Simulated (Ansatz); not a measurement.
**BP**

Level of theory: DFT, PBEsol, scalar-relativistic, no spin polarisation; plane waves to 420 eV with PAW datasets (Ansatz 0.2.0), Γ-centred 12×12×12 mesh, 0.05 eV Gaussian smearing. The datasets are Ansatz's generated set soft_2.

```xyz
2
Lattice="0.0000 2.2601 2.2601 2.2601 0.0000 2.2601 2.2601 2.2601 0.0000" Properties=species:S:1:pos:R:3 pbc="T T T"
B     0.0000    0.0000    0.0000
P     3.3901    3.3901    3.3901
```

The chain of runs began from a cell as deposited in COD, expanded in volume.

Elastic constants come from the stress of slightly strained cells with relaxed atoms, in GPa, Voigt order xx, yy, zz, yz, xz, xy in the Cartesian frame of the vectors above.

Problem. Give the elastic tensor.

Solution. 
```
347  81  81   0   0   0
 81 347  81   0   0   0
 81  81 347   0   0   0
  0   0   0 188   0   0
  0   0   0   0 188   0
  0   0   0   0   0 188
```

Problem. Is the crystal mechanically stable, and what are its polycrystalline moduli?

Solution. Stable against homogeneous strain: the smallest eigenvalue of the tensor is 188 GPa. Hill averages: K = 170 GPa, G = 163 GPa, E = 371 GPa, ν = 0.14.

For a cubic crystal three numbers say it all: C11 = 346.6, C12 = 81.0, C44 = 187.7 GPa. K = (C11 + 2C12)/3 = 169.6 GPa. The two shear moduli are C44 and C′ = (C11 − C12)/2 = 132.8 GPa, so Zener's ratio C44/C′ is 1.41: the crystal is stiffest along ⟨111⟩ and softest along ⟨100⟩. The Cauchy pressure C12 − C44 is -107 GPa; pair forces would make it zero if every atom sat on a centre of inversion, which isn't so here, so internal relaxation also enters, and a negative value is usually read as directional bonding.

The equation of state, an independent route, gives B0 = 169 GPa, against 170 GPa here.

